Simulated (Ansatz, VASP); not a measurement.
**Pd: VASP beside Ansatz**

```
Pd
1.0
     0.00000    1.94650    1.94650
     1.94650    0.00000    1.94650
     1.94650    1.94650    0.00000
Pd
1
Cartesian
  0.0000 0.0000 0.0000
```

Alike in both runs: task relaxation of cell and atoms; functional RPBE; k mesh 12 × 12 × 12; occupations fermi-dirac, width 0.05 eV; no spin polarisation.

|  | VASP | Ansatz |
| --- | --- | --- |
| version | VASP 6.6.1 | Ansatz 0.2.0 |
| potentials or method | VASP PAW PBE potentials, release 64 (Pd) | Ansatz PAW |
| plane-wave cutoff (eV) | 600 | 420 |
| valence electrons in the cell | 10 | 18 |

VASP gave:

- gap on the k mesh at the Fermi level, each at its own relaxed structure (eV): none
- relaxed volume (Å³/atom): 15.72
- relaxed cell length with the largest relative difference (Å): 2.812
- energy change over the relaxation (meV/atom): -32

Task: Which values does Ansatz return?

Result: gap on the k mesh at the Fermi level, each at its own relaxed structure (eV): none; relaxed volume (Å³/atom): 15.76; relaxed cell length with the largest relative difference (Å): 2.814; energy change over the relaxation (meV/atom): -34.

A gap of «none» marks a metal or a gap that the smearing closes. The two sets of potentials don't hold the same shells in valence.

Caveats: the PAW data sets were made with another functional, which shifts forces and pressure a little (VASP); the plane-wave basis is chosen anew once the cell has moved, so the energies of steps on either side of that aren't comparable (Ansatz); the PAW data sets come from PBE, with cores solved anew for the run's functional, which leaves a small shift of forces and pressure (Ansatz). RPBE and its kin give volumes clearly too large for solids. Zero-point motion and thermal expansion aren't in these numbers.
